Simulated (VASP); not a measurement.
# Cr (Im-3m) in VASP: a series of runs

Aim: see how the results for Cr move with the level of theory and the settings. Levels: RPBE, PBE, PBE+D3(BJ). Tasks: single point, relaxation of cell and atoms.

Program: VASP 6.6.1. These are calculated values, not measurements. Logs are shortened: lines on timing, memory, paths and dates and some standing lists are left out, and cuts for length are marked.

## (1) The crystal as given

It takes space group Im-3m (No. 229, cubic). The conventional cell has a = 2.969 Å, b = 2.969 Å, c = 2.969 Å, α = 90.00°, β = 90.00°, γ = 90.00°. Cr (site symmetry m-3m) has 8 Cr at 2.57 Å as nearest neighbours.

## (2) Single point, RPBE, collinear spin, ferromagnetic start

File run.py:

```python
from ase.calculators.vasp import Vasp
from ase.dft.bandgap import bandgap
from ase.io import read

atoms = read('Cr.xyz')
atoms.set_initial_magnetic_moments([3.0])
calc = Vasp(
    directory='calc',
    xc='rpbe',
    pp='PBE',
    setups='recommended',
    prec='Accurate',
    encut=520,
    ediff=1e-06,
    ismear=0,
    sigma=0.05,
    lreal=False,
    lasph=True,
    nelm=100,
    algo='Normal',
    isif=2,
    lwave=False,
    lcharg=False,
    ispin=2,
    lorbit=11,
    lmaxmix=4,
    kpts=[12, 12, 12],
    gamma=True,
)
atoms.calc = calc

print('energy (eV):', atoms.get_potential_energy())
print('free energy (eV):', atoms.get_potential_energy(force_consistent=True))
print('forces (eV/A):')
print(atoms.get_forces())
print('stress (eV/A^3, Voigt):', atoms.get_stress())
print('Fermi level (eV):', calc.get_fermi_level())
print('moment (muB):', atoms.get_magnetic_moment())
print('site moments (muB):', atoms.get_magnetic_moments())
gap, top, bottom = bandgap(calc)
print('band gap (eV):', gap, 'from (spin, k, band)', top, 'to', bottom)
```

File Cr.xyz:

```xyz
1
Lattice="-1.4844496776 1.4844496776 1.4844496776 1.4844496776 -1.4844496776 1.4844496776 1.4844496776 1.4844496776 -1.4844496776" Properties=species:S:1:pos:R:3 pbc="T T T"
Cr     0.0000000000      0.0000000000      0.0000000000
```

Potentials or basis: VASP PAW PBE potentials, release 64 (Cr_pv).

On the command line:

```bash
$ python run.py
```

The program printed:

```text
energy (eV): -8.89628938
free energy (eV): -8.89673552
forces (eV/A):
[[-0.  0. -0.]]
stress (eV/A^3, Voigt): [ 0.12936618  0.12936618  0.12936618  0.         -0.          0.        ]
Fermi level (eV): 9.36687998
moment (muB): 5.03e-05
site moments (muB): [0.]
band gap (eV): 0.0 from (spin, k, band) (None, None, None) to (None, None, None)
```

OUTCAR:

```text
ENCUT = 520.000000
   EDIFF = 1.00e-06
   GGA = RP
   PREC = Accurate
   ISIF = 2
   ISMEAR = 0
   ISPIN = 2
   LORBIT = 11
   NELM = 100
   LASPH = .TRUE.
   LREAL = .FALSE.

 ion  position               nearest neighbor table
   1  0.000  0.000  0.000-

  LATTYP: Found a body centered cubic cell.
 ALAT       =     2.9688993552

  Lattice vectors:

 A1 = (  -1.4844496776,   1.4844496776,   1.4844496776)
 A2 = (   1.4844496776,  -1.4844496776,   1.4844496776)
 A3 = (   1.4844496776,   1.4844496776,  -1.4844496776)

Analysis of symmetry for initial positions (statically):
=====================================================================
 Subroutine PRICEL returns:
 Original cell was already a primitive cell.

 Routine SETGRP: Setting up the symmetry group for a
 body centered cubic supercell.

 Subroutine GETGRP returns: Found 48 space group operations
 (whereof 48 operations were pure point group operations)
 out of a pool of 48 trial point group operations.

The static configuration has the point symmetry O_h .

Analysis of symmetry for dynamics (positions and initial velocities):
=====================================================================
 Subroutine PRICEL returns:
 Original cell was already a primitive cell.

 Routine SETGRP: Setting up the symmetry group for a
 body centered cubic supercell.

 Subroutine GETGRP returns: Found 48 space group operations
 (whereof 48 operations were pure point group operations)
 out of a pool of 48 trial point group operations.

The dynamic configuration has the point symmetry O_h .

Analysis of structural, dynamic, and magnetic symmetry:
=====================================================================
 Subroutine PRICEL returns:
 Original cell was already a primitive cell.

 Routine SETGRP: Setting up the symmetry group for a
 body centered cubic supercell.

 Subroutine GETGRP returns: Found 48 space group operations
 (whereof 48 operations were pure point group operations)
 out of a pool of 48 trial point group operations.

The overall configuration has the point symmetry O_h .

 Subroutine INISYM returns: Found 48 space group operations
 (whereof 48 operations are pure point group operations),
 and found     1 'primitive' translations

----------------------------------------------------------------------------------------

                                     Primitive cell

  volume of cell :      13.0845

  direct lattice vectors                    reciprocal lattice vectors
    -1.484449678  1.484449678  1.484449678     0.000000000  0.336825160  0.336825160
     1.484449678 -1.484449678  1.484449678     0.336825160  0.000000000  0.336825160
     1.484449678  1.484449678 -1.484449678     0.336825160  0.336825160  0.000000000

  length of vectors
     2.571142263  2.571142263  2.571142263     0.476342709  0.476342709  0.476342709

  position of ions in fractional coordinates (direct lattice)
     0.000000000  0.000000000  0.000000000

  ion indices of the primitive-cell ions
   primitive index   ion index
                 1           1

----------------------------------------------------------------------------------------

 KPOINTS: KPOINTS created by Atomic Simulation Env

Automatic generation of k-mesh.
 Grid dimensions read from file:
 generate k-points for:   12   12   12

 Generating k-lattice:

  Cartesian coordinates                     Fractional coordinates (reciprocal lattice)
     0.000000000  0.028068763  0.028068763     0.083333333  0.000000000  0.000000000
     0.028068763  0.000000000  0.028068763     0.000000000  0.083333333  0.000000000
     0.028068763  0.028068763  0.000000000     0.000000000  0.000000000  0.083333333

  Length of vectors
     0.039695226  0.039695226  0.039695226

  Shift w.r.t. Gamma in fractional coordinates (k-lattice)
     0.000000000  0.000000000  0.000000000

 Subroutine IBZKPT returns following result:
 ===========================================

 Found     72 irreducible k-points:

 Following reciprocal coordinates:
            Coordinates               Weight
[... 65 lines left out ...]
   LSORBIT =      F    spin-orbit coupling
   LASPH  =      T    aspherical Exc in radial PAW
   ENCUT  =  520.0 eV  38.22 Ry    6.18 a.u.   4.78  4.78  4.78*2*pi/ulx,y,z
   NELM   =    100;   NELMIN=  2; NELMDL= -5     # of ELM steps
   EDIFF  = 0.1E-05   stopping-criterion for ELM
   LREAL  =      F    real-space projection
   EDIFFG = 0.1E-04   stopping-criterion for IOM
   NSW    =      0    number of steps for IOM
   IBRION =     -1    ionic relax: 0-MD 1-quasi-New 2-CG
   NFREE  =      0    steps in history (QN), initial steepest desc. (CG)
   ISIF   =      2    stress and relaxation
   ISYM   =      2    0-nonsym 1-usesym 2-fastsym
   POTIM  = 0.5000    time-step for ionic-motion
   TEBEG  =    0.0;   TEEND  =   0.0 temperature during run
   PSTRESS=    0.0 pullay stress
   NELECT =      12.0000    total number of electrons
   NUPDOWN=      -1.0000    fix difference up-down
   EMIN   =  10.00;   EMAX   =-10.00  energy-range for DOS
   EFERMI =   0.00;   METHOD = LEGACY
   ISMEAR =     0;   SIGMA  =   0.05  broadening in eV -4-tet -1-fermi 0-gaus
   EFERMI_NEDOS =   21; number of points for ismear=-14 and -15
   IALGO  =     38    algorithm
   IMIX   =      4    mixing-type and parameters
     AMIX     =   0.40;   BMIX     =  1.00
     AMIX_MAG =   1.60;   BMIX_MAG =  1.00
  volume/ion in A,a.u.               =      13.08        88.30
  Fermi-wavevector in a.u.,A,eV,Ry     =   1.590559  3.005721 34.421077  2.529878
  Thomas-Fermi vector in A             =   2.689235
   LORBIT       =     11    0 simple, 1 ext, 2 COOP (PROOUT), +10 PAW based schemes
   GGA     = RP    functional components
   LHFCALC =     F    Hartree Fock is set to
   AEXX    =    0.0000 exact exchange contribution
   IVDW    =     0    specifies the selected vdW correction
   LEPSILON=     F    determine dielectric tensor
   LRPA    =     F    only Hartree local field effects (RPA)
 spin polarized calculation
 Gauss-broadening in eV      SIGMA  =   0.05
  energy-cutoff  :      520.00
  volume of cell :       13.08
 maximum number of plane-waves:       370
   NGX =  9   NGY =  9   NGZ =  9

 number of electron      12.0000008 magnetization      -0.0003777

 number of electron      12.0000008 magnetization       0.0000503

 Free energy of the ion-electron system (eV)
  ---------------------------------------------------
  ext. energy  EPLUGINS =         0.00000000
  ---------------------------------------------------
  free energy    TOTEN  =        -8.89673552 eV

  energy without entropy =       -8.89584324  energy(sigma->0) =       -8.89628938

 E-fermi :   9.3669     XC(G=0): -12.8435

 val. band max:        9.3246879132   @ k =  -0.2500   0.3333   0.1667
 cond. band min:       9.3949742638   @ k =   0.4167   0.0833   0.0000
 fundamental gap:      0.0702863506
 Fermi energy:         9.3668799777

 spin component 1

 k-point     1 :       0.0000    0.0000    0.0000
  band No.  band energies     occupation
      1     -33.5184      1.00000
      2     -33.5184      1.00000
      3     -33.5184      1.00000
      4       2.0127      1.00000
      5       8.6555      1.00000
      6       8.6555      1.00000
      7       8.6555      1.00000
      8      10.4210      0.00000
      9      10.4210      0.00000
     10      16.5480      0.00000
     11      30.6994      0.00000
     12      30.6994      0.00000
[... 573 lines left out ...]
      1     -34.0817      1.00000
      2     -33.7602      1.00000
      3     -33.5824      1.00000
      4       6.0564      1.00000
      5       7.7345      1.00000
      6       8.4015      1.00000
      7      10.0510      0.00000
      8      11.3651      0.00000
      9      13.0454      0.00000
     10      16.5289      0.00000
     11      18.3488      0.00000
     12      24.0896      0.00000

 [... further k-points ...]

 spin component 2

 k-point     1 :       0.0000    0.0000    0.0000
  band No.  band energies     occupation
      1     -33.5183      1.00000
      2     -33.5183      1.00000
      3     -33.5183      1.00000
      4       2.0127      1.00000
      5       8.6555      1.00000
      6       8.6555      1.00000
      7       8.6555      1.00000
      8      10.4210      0.00000
      9      10.4210      0.00000
     10      16.5481      0.00000
     11      30.6993      0.00000
     12      30.6993      0.00000
[... 573 lines left out ...]
      1     -34.0817      1.00000
      2     -33.7601      1.00000
      3     -33.5824      1.00000
      4       6.0564      1.00000
      5       7.7345      1.00000
      6       8.4015      1.00000
      7      10.0511      0.00000
      8      11.3652      0.00000
      9      13.0454      0.00000
     10      16.5289      0.00000
     11      18.3488      0.00000
     12      24.0896      0.00000

 [... further k-points ...]

------------------------ aborting loop because EDIFF is reached ----------------------------------------

 total charge

# of ion       s       p       d       tot
------------------------------------------
    1        0.410   6.327   4.085  10.822

 magnetization (x)

# of ion       s       p       d       tot
------------------------------------------
    1       -0.000  -0.000   0.000   0.000

  FORCE on cell =-STRESS in cart. coord.  units (eV):
  Direction    XX          YY          ZZ          XY          YZ          ZX
  --------------------------------------------------------------------------------------
  -------------------------------------------------------------------------------------
  Total       -1.6926883     -1.6926883     -1.6926883      0.0000000     -0.0000000      0.0000000
  in kB     -207.2674712   -207.2674712   -207.2674712      0.0000000     -0.0000000      0.0000000
  external PRESSURE =    -207.2674712 kB  Pullay stress =       0.0000000 kB

 VOLUME and BASIS-vectors are now :
 -----------------------------------------------------------------------------
  energy-cutoff  :      520.00
  volume of cell :       13.08
      direct lattice vectors                 reciprocal lattice vectors
    -1.484449678  1.484449678  1.484449678     0.000000000  0.336825160  0.336825160
     1.484449678 -1.484449678  1.484449678     0.336825160  0.000000000  0.336825160
     1.484449678  1.484449678 -1.484449678     0.336825160  0.336825160  0.000000000

 POSITION                                       TOTAL-FORCE (eV/Angst)
 -----------------------------------------------------------------------------------
      0.00000      0.00000      0.00000        -0.000000      0.000000     -0.000000
 -----------------------------------------------------------------------------------
    total drift:                                0.000000     -0.000000      0.000000

  FREE ENERGIE OF THE ION-ELECTRON SYSTEM (eV)
  ---------------------------------------------------
  free  energy   TOTEN  =        -8.8967355240 eV

  energy  without entropy=       -8.8958432390  energy(sigma->0) =       -8.89628938

 total charge

# of ion       s       p       d       tot
------------------------------------------
    1        0.410   6.327   4.085  10.822

 magnetization (x)

# of ion       s       p       d       tot
------------------------------------------
    1       -0.000  -0.000   0.000   0.000
```

INCAR:

```text
ENCUT = 520.000000
SIGMA = 0.050000
EDIFF = 1.00e-06
ALGO = Normal
GGA = RP
PREC = Accurate
ISIF = 2
ISMEAR = 0
ISPIN = 2
LMAXMIX = 4
LORBIT = 11
NELM = 100
LASPH = .TRUE.
LCHARG = .FALSE.
LWAVE = .FALSE.
LREAL = .FALSE.
MAGMOM = 1*3.0000
```

It took 42 s on 1 thread of Intel Xeon Platinum 8375C at 2.90GHz (Ice Lake), shared host; peak memory 0.14 GiB.

Results:

```
Free energy                                           : -8.8967 eV
Pressure                                              : -20.7 GPa
Band gap on the k mesh                                : none (metal or under the smearing width)
Net moment                                            : 0.00 μB per cell
Valence electrons inside the program's atomic spheres : Cr 10.82
```

Levels at points of the mesh, in eV from the Fermi level:
Spin up:
| k point | band 4 | band 5 | band 6 | band 7 | band 8 | band 9 |
| --- | --- | --- | --- | --- | --- | --- |
| (0.00, 0.00, 0.00) | -7.35 | -0.71 | -0.71 | -0.71 | 1.05 | 1.05 |
| (0.50, 0.00, 0.00) | -3.79 | -2.01 | 0.88 | 1.02 | 1.32 | 2.42 |
| (0.50, 0.50, 0.50) | -3.54 | -3.54 | 2.10 | 2.10 | 2.10 | 7.17 |
Spin down:
| k point | band 2 | band 3 | band 4 | band 5 | band 6 | band 7 | band 8 | band 9 | band 10 | band 11 |
| --- | --- | --- | --- | --- | --- | --- | --- | --- | --- | --- |
| (0.00, 0.00, 0.00) | -42.89 | -42.89 | -7.35 | -0.71 | -0.71 | -0.71 | 1.05 | 1.05 | 7.18 | 21.33 |
| (0.50, 0.00, 0.00) | -43.08 | -42.89 | -3.79 | -2.01 | 0.88 | 1.02 | 1.32 | 2.42 | 7.15 | 8.60 |
| (0.50, 0.50, 0.50) | -43.31 | -43.31 | -3.54 | -3.54 | 2.10 | 2.10 | 2.10 | 7.17 | 9.60 | 9.60 |

Caveat: the starting moments collapsed, and a magnetic state may lie lower; so large a pressure means that the cell lies far from this level's equilibrium, or that cutoff or potentials fall short; the potentials were made for another functional, which shifts forces and pressure.

## (3) Single point, PBE, collinear spin, ferromagnetic start

File INCAR:

```
PREC = Accurate
ENCUT = 520
EDIFF = 1E-6
ISMEAR = -1
SIGMA = 0.05
LREAL = False
LASPH = True
NELM = 100
ALGO = Normal
ISIF = 2
LWAVE = False
LCHARG = False
ISPIN = 2
MAGMOM = 4.5
LORBIT = 11
LMAXMIX = 4
GGA = PE
NBANDS = 16
```

File KPOINTS:

```
Automatic mesh
0
Gamma
  12 12 12
```

File POSCAR:

```
Cr
1.0
   -1.4844496776      1.4844496776      1.4844496776
    1.4844496776     -1.4844496776      1.4844496776
    1.4844496776      1.4844496776     -1.4844496776
Cr
1
Direct
    0.0000000000      0.0000000000      0.0000000000
```

Potentials or basis: VASP PAW PBE potentials, release 64 (Cr_pv).

On the command line:

```bash
$ cat potpaw_PBE.64/Cr_pv/POTCAR > POTCAR
$ mpirun -np 1 vasp_std > vasp.out
```

Run time: 32 s. Hardware: 1 thread of AMD EPYC 7R13 (Zen 3), shared host; peak memory 0.11 GiB.

It converged, with:

```yaml
Free_energy: -9.3847 eV
Pressure: -25.1 GPa
Band_gap_on_the_k_mesh: none (metal or under the smearing width)
Net_moment: 0.00 μB per cell
Valence_electrons_inside_the_program's_atomic_spheres: Cr 10.81
```

Levels at points of the mesh, in eV from the Fermi level:
Spin up:
```csv
k point,band 4,band 5,band 6,band 7,band 8,band 9
"(0.00, 0.00, 0.00)",-7.35,-0.72,-0.72,-0.72,1.03,1.03
"(0.50, 0.00, 0.00)",-3.80,-2.02,0.90,1.00,1.29,2.42
"(0.50, 0.50, 0.50)",-3.56,-3.56,2.09,2.09,2.09,7.10
```
Spin down:
| k point | band 4 | band 5 | band 6 | band 7 | band 8 | band 9 |
| --- | --- | --- | --- | --- | --- | --- |
| (0.00, 0.00, 0.00) | -7.35 | -0.72 | -0.72 | -0.72 | 1.03 | 1.03 |
| (0.50, 0.00, 0.00) | -3.80 | -2.02 | 0.90 | 1.00 | 1.29 | 2.42 |
| (0.50, 0.50, 0.50) | -3.56 | -3.56 | 2.09 | 2.09 | 2.09 | 7.10 |

Caveat: the starting moments collapsed, and a magnetic state may lie lower.

## (4) Relaxation of cell and atoms, PBE+D3(BJ), collinear spin, ferromagnetic start

File INCAR:

```
SYSTEM = Cr
  ALGO = Normal
  EDIFF = 1E-7
  EDIFFG = -0.005
  ENCUT = 600
  GGA = PE
  IBRION = 2
  ISIF = 3
  ISMEAR = -1
  ISPIN = 2
  IVDW = 12
  LASPH = .True.
  LCHARG = .False.
  LMAXMIX = 4
  LORBIT = 11
  LREAL = .False.
  LWAVE = .False.
  MAGMOM = 3
  NELM = 150
  NSW = 40
  PREC = Accurate
  SIGMA = 0.05
```

File KPOINTS:

```
k-points
0
Gamma
  10 10 10
  0 0 0
```

POSCAR is that of step 3.

On the command line:

```bash
$ cat potpaw_PBE.64/Cr_pv/POTCAR > POTCAR
$ mpirun -np 1 vasp_std > vasp.out
```

It took 49 s on 1 thread of Intel Xeon Platinum 8488C (Sapphire Rapids), shared host; peak memory 0.17 GiB.

It converged, with:

| Item | Value |
| --- | --- |
| Free energy | -10.0144 eV |
| Relaxed volume | 11.23 Å³/atom |
| Relaxed cell | a = 2.443 Å, b = 2.443 Å, c = 2.443 Å, α = 109.47°, β = 109.47°, γ = 109.47° |
| Space group after relaxing (to 0.05 Å) | Im-3m (No. 229) |
| Energy gained by relaxing | 200.4 meV/atom |
| Ionic steps | 7 |
| Pressure after relaxing | 0.0 GPa |
| Band gap on the k mesh | none (metal or under the smearing width) |
| Net moment | 0.00 μB per cell |
| Valence electrons inside the program's atomic spheres | Cr 11.12 |
| Dispersion energy per atom | -0.510 eV |

Step by step:
| step | energy change (eV) | largest force (eV/Å) | pressure (GPa) | volume (Å³) |
| --- | --- | --- | --- | --- |
| 1 | 0.0000 | 0.0000 | -30.22 | 13.08 |
| 2 | 0.3879 | 0.0000 | 99.68 | 8.95 |
| 3 | -0.1994 | 0.0000 | -2.81 | 11.35 |
| 4 | -0.2004 | 0.0000 | -0.71 | 11.26 |
| 5 | -0.2004 | 0.0000 | 0.14 | 11.22 |
| 6 | -0.2004 | 0.0000 | -0.21 | 11.24 |
| 7 | -0.2004 | 0.0000 | 0.01 | 11.23 |

Final structure:
```yaml
crystal:
  lattice:
    - [-1.41068, 1.41068, 1.41068]
    - [1.41068, -1.41068, 1.41068]
    - [1.41068, 1.41068, -1.41068]
  atoms:
    - { symbol: Cr, position: [0.00000, 0.00000, 0.00000] }
```

Levels at points of the mesh, in eV from the Fermi level:
Spin up:
| k point | band 2 | band 3 | band 4 | band 5 | band 6 | band 7 | band 8 | band 9 | band 10 | band 11 |
| --- | --- | --- | --- | --- | --- | --- | --- | --- | --- | --- |
| (0.00, 0.00, 0.00) | -42.75 | -42.75 | -8.00 | -1.00 | -1.00 | -1.00 | 1.13 | 1.13 | 7.06 | 22.48 |
| (0.50, 0.00, 0.00) | -43.06 | -42.76 | -4.62 | -2.61 | 1.13 | 1.15 | 1.48 | 2.89 | 7.05 | 10.22 |
| (0.50, 0.50, 0.50) | -43.43 | -43.43 | -4.54 | -4.54 | 2.48 | 2.48 | 2.48 | 7.05 | 10.83 | 10.83 |
Spin down:
```tsv
k point	band 2	band 3	band 4	band 5	band 6	band 7	band 8	band 9	band 10	band 11
(0.00, 0.00, 0.00)	-42.75	-42.75	-8.00	-1.00	-1.00	-1.00	1.13	1.13	7.06	22.48
(0.50, 0.00, 0.00)	-43.06	-42.76	-4.62	-2.61	1.13	1.15	1.48	2.89	7.05	10.22
(0.50, 0.50, 0.50)	-43.43	-43.43	-4.54	-4.54	2.48	2.48	2.48	7.05	10.83	10.83
```

Caveat: the starting moments collapsed, and a magnetic state may lie lower; pairwise dispersion overbinds metals, which lowers pressure and volume.

## (5) For comparison

An earlier run on the cell as given: functional PBEsol; potentials or basis VASP PAW PBE potentials, release 64 (Cr_pv); cutoff 520 eV; k mesh 12 × 12 × 12; occupations fermi-dirac, width 0.05 eV; collinear spin, ferromagnetic start; starting moments [3.0] μB.

* Pressure: -32.5 GPa
* Band gap on the k mesh: none (metal or under the smearing width)
* Net moment: 0.00 μB per cell
* Valence electrons inside the program's atomic spheres: Cr 10.81
